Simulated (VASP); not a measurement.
VASP 6.6.1, r²SCAN single-point calculation, BN (strained zincblende)

INCAR

```
LREAL = .FALSE.
ENCUT = 520
ALGO = Normal
EDIFF = 1E-7
SIGMA = 0.01
LWAVE = .FALSE.
IBRION = -1
NSW = 0
PREC = Accurate
ISIF = 2
LCHARG = .FALSE.
ISMEAR = 0
NBANDS = 11
LASPH = .TRUE.
NELM = 120
METAGGA = R2SCAN
```

KPOINTS

```
KPOINTS created by Atomic Simulation Environment
0
Gamma
12 12 12
0 0 0
```

KPOINTS_OPT

```
special points
7
Reciprocal
0.0000000000 0.0000000000 0.0000000000 1
-0.5000000000 -0.5000000000 0.0000000000 1
-0.3750000000 -0.3750000000 0.2500000000 1
-0.3750000000 0.0000000000 0.3750000000 1
0.0000000000 0.0000000000 0.5000000000 1
-0.5000000000 -0.2500000000 0.2500000000 1
0.0000000000 0.5000000000 0.5000000000 1
```

POSCAR

```
B  N
 1.0000000000000000
    -0.0138861666000000    1.8089875530999999    1.8089875530999999
     1.8089875530999999   -0.0138861666000000    1.8089875530999999
     1.8089875530999999    1.8089875530999999   -0.0138861666000000
 B   N
   1   1
Cartesian
  0.0000000000000000  0.0000000000000000  0.0000000000000000
  0.9010222349000001  0.9010222349000001  0.9010222349000002
```

VASP ran with the recommended PBE PAW datasets (8 valence electrons in the cell).

Command

```
mpirun -np 1 vasp_std
```

OSZICAR

```
N       E                     dE             d eps       ncg     rms          rms(c)
DAV:   1     0.761447570631E+01    0.76145E+01   -0.51678E+03  4289   0.745E+02
DAV:   2    -0.218264225495E+02   -0.29441E+02   -0.28558E+02  4962   0.170E+02
DAV:   3    -0.223975190784E+02   -0.57110E+00   -0.57014E+00  4932   0.200E+01
DAV:   4    -0.223982888601E+02   -0.76978E-03   -0.76977E-03  4443   0.815E-01
DAV:   5    -0.223982896099E+02   -0.74984E-06   -0.74984E-06  4779   0.251E-02    0.654E+00
DAV:   6    -0.191671945023E+02    0.32311E+01   -0.18984E+00  4170   0.792E+00    0.351E+00
DAV:   7    -0.191661689161E+02    0.10256E-02   -0.25060E-01  4329   0.372E+00    0.183E+00
DAV:   8    -0.191663258820E+02   -0.15697E-03   -0.42392E-02  4509   0.133E+00    0.167E-01
DAV:   9    -0.191658741336E+02    0.45175E-03   -0.63282E-03  4788   0.534E-01    0.992E-02
DAV:  10    -0.191658534803E+02    0.20653E-04   -0.50071E-04  4506   0.168E-01    0.321E-02
DAV:  11    -0.191658549490E+02   -0.14686E-05   -0.44553E-05  4701   0.519E-02    0.816E-03
DAV:  12    -0.191658556059E+02   -0.65694E-06   -0.11835E-06  4584   0.101E-02    0.157E-03
DAV:  13    -0.191658555844E+02    0.21471E-07   -0.20985E-07  3699   0.303E-03
   1 F= -.19165856E+02 E0= -.19165856E+02  d E =0.000000E+00
       N       E                     dE             ncg
DAV:   1     0.161389715841E+04   -0.23738E+04      154
DAV:   2     0.142820216904E+04   -0.18569E+03      181
DAV:   3     0.142548890560E+04   -0.27133E+01      163
DAV:   4     0.142548667636E+04   -0.22292E-02      184
DAV:   5     0.142548667426E+04   -0.21057E-05      163
DAV:   6     0.142548667426E+04   -0.24952E-08      181
```

From OUTCAR

```
k-points           NKPTS =    189   k-points in BZ     NKDIM =    189   number of bands    NBANDS=     11

   NELECT =       8.0000    total number of electrons

   dimension x,y,z NGX =    20 NGY =   20 NGZ =   20
   dimension x,y,z NGXF=    40 NGYF=   40 NGZF=   40

  energy-cutoff  :      520.00
  volume of cell :       11.98
      direct lattice vectors                 reciprocal lattice vectors
    -0.013886167  1.808987553  1.808987553    -0.273235358  0.275348995  0.275348995
     1.808987553 -0.013886167  1.808987553     0.275348995 -0.273235358  0.275348995
     1.808987553  1.808987553 -0.013886167     0.275348995  0.275348995 -0.273235358

 k-points in reciprocal lattice and weights: KPOINTS created by Atomic Simulation Env
   0.00000000  0.00000000  0.00000000       0.001
   0.08333333 -0.00000000 -0.00000000       0.003
   0.16666667 -0.00000000 -0.00000000       0.003
   0.25000000  0.00000000  0.00000000       0.003
   0.33333333  0.00000000 -0.00000000       0.003
   0.41666667  0.00000000 -0.00000000       0.003
   0.50000000  0.00000000  0.00000000       0.002
   0.08333333  0.08333333 -0.00000000       0.003
   ...

 E-fermi :   7.3134

 k-point     1 :       0.0000    0.0000    0.0000
  band No.  band energies     occupation
      1     -14.0588      2.00000
      2       7.0584      2.00000
      3       7.0584      2.00000
      4       7.0989      2.00000
      5      16.4278      0.00000
      6      16.4278      0.00000
      7      16.6738      0.00000
      8      17.9623      0.00000
      9      32.9305      0.00000
     10      35.6467      0.00000
     11      35.6467      0.00000

 k-point     2 :       0.0833   -0.0000   -0.0000
  band No.  band energies     occupation
      1     -13.8868      2.00000
      2       6.1087      2.00000
      3       6.8802      2.00000
      4       6.9125      2.00000
      5      16.6555      0.00000
      6      16.7083      0.00000
      7      17.0071      0.00000
      8      18.5010      0.00000
      9      32.7612      0.00000
     10      33.5115      0.00000
     11      33.6616      0.00000

 k-point     3 :       0.1667   -0.0000   -0.0000
  band No.  band energies     occupation
      1     -13.3780      2.00000
      2       3.9258      2.00000
      3       6.4447      2.00000
      4       6.4656      2.00000
      5      17.0012      0.00000
      6      17.3643      0.00000
      7      17.6580      0.00000
      8      19.9010      0.00000
      9      31.8975      0.00000
     10      32.0550      0.00000
     11      32.3286      0.00000

 k-point     4 :       0.2500    0.0000    0.0000
  band No.  band energies     occupation
      1     -12.5593      2.00000
      2       1.3787      2.00000
      3       5.9390      2.00000
      4       5.9449      2.00000
      5      17.2912      0.00000
      6      17.9961      0.00000
      7      18.2636      0.00000
      8      21.3739      0.00000
      9      31.4638      0.00000
     10      31.6128      0.00000
     11      31.8621      0.00000

 k-point     5 :       0.3333    0.0000   -0.0000
  band No.  band energies     occupation
      1     -11.5022      2.00000
      2      -1.0682      2.00000
      3       5.4973      2.00000
      4       5.5061      2.00000
      5      17.5213      0.00000
      6      18.3226      0.00000
      7      18.5746      0.00000
      8      22.4737      0.00000
      9      31.4639      0.00000
     10      32.2812      0.00000
     11      32.6650      0.00000

 k-point     6 :       0.4167    0.0000   -0.0000
  band No.  band energies     occupation
      1     -10.4121      2.00000
      2      -3.0402      2.00000
      3       5.2042      2.00000
      4       5.2234      2.00000
      5      17.6683      0.00000
      6      18.3865      0.00000
      7      18.6347      0.00000
      8      23.1109      0.00000
      9      31.5968      0.00000
     10      33.9049      0.00000
     11      34.3202      0.00000

 k-point     7 :       0.5000    0.0000    0.0000
  band No.  band energies     occupation
      1      -9.8636      2.00000
      2      -3.8897      2.00000
      3       5.1027      2.00000
      4       5.1259      2.00000
      5      17.7179      0.00000
      6      18.3784      0.00000
      7      18.6271      0.00000
      8      23.3142      0.00000
      9      31.7491      0.00000
     10      34.9431      0.00000
     11      34.9909      0.00000

 k-point     8 :       0.0833    0.0833   -0.0000
  band No.  band energies     occupation
      1     -13.8282      2.00000
      2       6.4374      2.00000
      3       6.4915      2.00000
      4       6.5456      2.00000
      5      16.1546      0.00000
      6      17.2036      0.00000
      7      17.3472      0.00000
      8      18.6115      0.00000
      9      30.9023      0.00000
     10      33.6987      0.00000
     11      35.9733      0.00000

 k-point     9 :       0.1667    0.0833   -0.0000
  band No.  band energies     occupation
      1     -13.4304      2.00000
      2       4.6532      2.00000
      3       5.9819      2.00000
      4       6.3930      2.00000
      5      16.2122      0.00000
      6      17.7672      0.00000
      7      18.1823      0.00000
      8      19.5913      0.00000
      9      29.1721      0.00000
     10      33.7810      0.00000
     11      34.6272      0.00000

 k-point    10 :       0.2500    0.0833   -0.0000
  band No.  band energies     occupation
      1     -12.7131      2.00000
      2       2.2475      2.00000
      3       5.4315      2.00000
      4       5.9847      2.00000
      5      16.7052      0.00000
      6      18.1542      0.00000
      7      18.9316      0.00000
      8      20.8245      0.00000
      9      28.6116      0.00000
     10      33.4470      0.00000
     11      33.8611      0.00000

 k-point    11 :       0.3333    0.0833   -0.0000
  band No.  band energies     occupation
      1     -11.7286      2.00000
      2      -0.2108      2.00000
      3       5.0205      2.00000
      4       5.4467      2.00000
      5      17.1912      0.00000
      6      18.4285      0.00000
      7      19.3063      0.00000
      8      21.8620      0.00000
      9      29.1908      0.00000
     10      33.1965      0.00000
     11      34.2049      0.00000

 k-point    12 :       0.4167    0.0833   -0.0000
  band No.  band energies     occupation
      1     -10.6214      2.00000
      2      -2.3490      2.00000
      3       4.8138      2.00000
      4       4.9434      2.00000
      5      17.5128      0.00000
      6      18.5164      0.00000
      7      19.3002      0.00000
      8      22.7995      0.00000
      9      30.1668      0.00000
     10      33.6210      0.00000
     11      35.2373      0.00000

 k-point    13 :       0.5000    0.0833    0.0000
  band No.  band energies     occupation
      1      -9.8154      2.00000
      2      -3.6388      2.00000
      3       4.5718      2.00000
      4       4.8353      2.00000
      5      17.7634      0.00000
      6      18.4903      0.00000
      7      19.1156      0.00000
      8      23.4068      0.00000
      9      30.8039      0.00000
     10      34.6595      0.00000
     11      35.2796      0.00000

 k-point    14 :      -0.4167    0.0833    0.0000
  band No.  band energies     occupation
      1     -10.0108      2.00000
      2      -3.3418      2.00000
      3       4.3941      2.00000
      4       5.0708      2.00000
      5      18.0121      0.00000
      6      18.4382      0.00000
      7      18.9056      0.00000
      8      23.3786      0.00000
      9      31.0331      0.00000
     10      33.6167      0.00000
     11      35.0174      0.00000

 k-point    15 :      -0.3333    0.0833    0.0000
  band No.  band energies     occupation
      1     -10.9970      2.00000
      2      -1.6769      2.00000
      3       4.4390      2.00000
      4       5.4877      2.00000
      5      18.0421      0.00000
      6      18.5158      0.00000
      7      18.6840      0.00000
      8      22.7153      0.00000
      9      30.9684      0.00000
     10      31.5517      0.00000
     11      34.8875      0.00000

 k-point    16 :      -0.2500    0.0833   -0.0000
  band No.  band energies     occupation
      1     -12.0897      2.00000
      2       0.6092      2.00000
      3       4.7149      2.00000
      4       6.0185      2.00000
      5      17.7930      0.00000
      6      18.2181      0.00000
      7      18.6436      0.00000
      8      21.6673      0.00000
      9      30.2336      0.00000
     10      30.8144      0.00000
     11      34.4887      0.00000

 ...

  Total       -0.4350127     -0.4350127     -0.4350127      0.2583621      0.2583621      0.2583621
  in kB      -58.1974389    -58.1974389    -58.1974389     34.5645295     34.5645295     34.5645295
  external PRESSURE =     -58.1974389 kB  Pullay stress =       0.0000000 kB

 POSITION                                       TOTAL-FORCE (eV/Angst)
 -----------------------------------------------------------------------------------
      0.00000      0.00000      0.00000        -0.004883     -0.004883     -0.004883
      0.90102      0.90102      0.90102         0.004883      0.004883      0.004883
 -----------------------------------------------------------------------------------
    total drift:                               -0.000059     -0.000059     -0.000059

  FREE ENERGIE OF THE ION-ELECTRON SYSTEM (eV)
  ---------------------------------------------------
  free  energy   TOTEN  =       -19.1658555844 eV

  energy  without entropy=      -19.1658555844  energy(sigma->0) =      -19.16585558
```

```
gap between bands v and c : 4.93 eV
least direct gap          : 9.33 eV
pressure                  : -5.8 GPa
```

Band v is the last that the valence electrons fill when counted band by band, and c is the next.

The run took about 71 s on one core of a shared host (Intel Xeon Platinum 8488C) and held 0.14 GiB at most.
